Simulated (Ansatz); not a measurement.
Space group I4_1/amd:1 (No. 141). a = 5.859 Å, b = 5.859 Å, c = 3.214 Å, α = 90.00°, β = 90.00°, γ = 90.00°
| atom | site | symmetry | x | y | z |
| --- | --- | --- | --- | --- | --- |
| Sn | 4a | -4m2 | 0.0000 | 0.5000 | 0.2500 |

Equation of state of this Sn structure (not necessarily the ground state), with shape and atoms relaxed at each volume where symmetry leaves them free. It has no gap at any of these volumes. Computed with Ansatz, DFT r2SCAN, scalar-relativistic, plane waves, PAW.

Cutoff 500 eV; k points 14×14×14 on the computed 2-atom cell (Γ-centred); Gaussian smearing, width 0.10 eV; no spin polarisation.

```csv
V (Å³/atom),E − E(largest V) (meV/atom),P (GPa)
24.274,47.26,9.41
25.102,6.73,6.41
25.929,-19.62,3.89
26.757,-34.03,1.77
27.584,-38.39,0.00
28.412,-34.32,-1.49
29.239,-23.33,-2.73
30.343,0.00,-4.05
```

Q: Fit a third-order Birch–Murnaghan equation to E(V).

A: V0 = 27.58 Å³/atom, B0 = 54 GPa, B0' = 5.0.